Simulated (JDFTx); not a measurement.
W under changes of volume

One of the cells (15.848 Å³/atom); the others are scaled copies at fixed shape and fractional positions:

```
W
1.0
    -1.58234    1.58234    1.58234
     1.58234   -1.58234    1.58234
     1.58234    1.58234   -1.58234
W
1
Cartesian
  0.0000 0.0000 0.0000
```

| Item | Value |
| --- | --- |
| Program | JDFTx 1.7.0 (patched build) |
| Functional | LDA |
| Potentials or basis | PseudoDojo-SR-LDA-0.4.1-standard with smoothed tails |
| Cutoff | 952 eV |
| Density cutoff | 3810 eV |
| k mesh | 12 × 12 × 12 |
| Occupations | fermi-dirac, width 0.05 eV |
| Spin | no spin polarisation |

```tsv
volume (Å³/atom)	energy over the lowest point (meV/atom)	pressure (GPa)
14.897	13.21	10.4
15.214	0.00	3.0
15.531	0.73	-3.7
15.848	14.07	-9.8
16.165	38.79	-15.3
16.482	73.78	-20.2
16.798	?	?
```

**Question.** What does the run at 16.798 Å³/atom give?

**Answer.** Energy over the lowest point 118.05 meV/atom; pressure -24.7 GPa.

Worked out: A Birch-Murnaghan fit of order 3 (a polynomial in V^(-2/3)) to the other rows has its minimum at 15.35 Å³/atom with B0 = V·E''(V) = 326 GPa and B' = 4.0. It gives 117.91 meV/atom at 16.798 Å³/atom, against the run's 118.05, and -dE/dV = -24.6 GPa, against -24.7.

Energies are extrapolated to zero smearing.
